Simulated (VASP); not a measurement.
A run of VASP 6.6.1 is set up as follows.

File INCAR:

```
SYSTEM = Al
PREC = Accurate
ENCUT = 520
EDIFF = 1E-7
ISMEAR = 0
SIGMA = 0.1
LREAL = .False.
LASPH = .True.
NELM = 60
ALGO = Fast
ISIF = 3
LWAVE = .False.
LCHARG = .False.
IBRION = 2
NSW = 80
EDIFFG = -0.002
```

KPOINTS

```
Automatic mesh
0
Gamma
  18 18 18
  0 0 0
```

Contents of POSCAR:

```
Al                                      
1.0
    0.0000000000      1.9923607260      1.9923607260
    1.9923607260      0.0000000000      1.9923607260
    1.9923607260      1.9923607260      0.0000000000
  Al            
     1
Direct
     0.0000000000000000    0.0000000000000000    0.0000000000000000
```

Potentials or basis: VASP PAW LDA potentials, release 64 (Al).

Launch:

```bash
$ cat potpaw_LDA.64/Al/POTCAR > POTCAR
$ mpirun -np 1 vasp_std > vasp.out
```

**Question.** Estimate the band gap on the k mesh.

**Answer.** None (metal or under the smearing width).

Final structure:
```
Al
1.0
     0.00000    1.99236    1.99236
     1.99236    0.00000    1.99236
     1.99236    1.99236    0.00000
Al
1
Direct
  0.00000 0.00000 0.00000
```

Caveat: the relaxation stopped at its first step, so nothing moved.
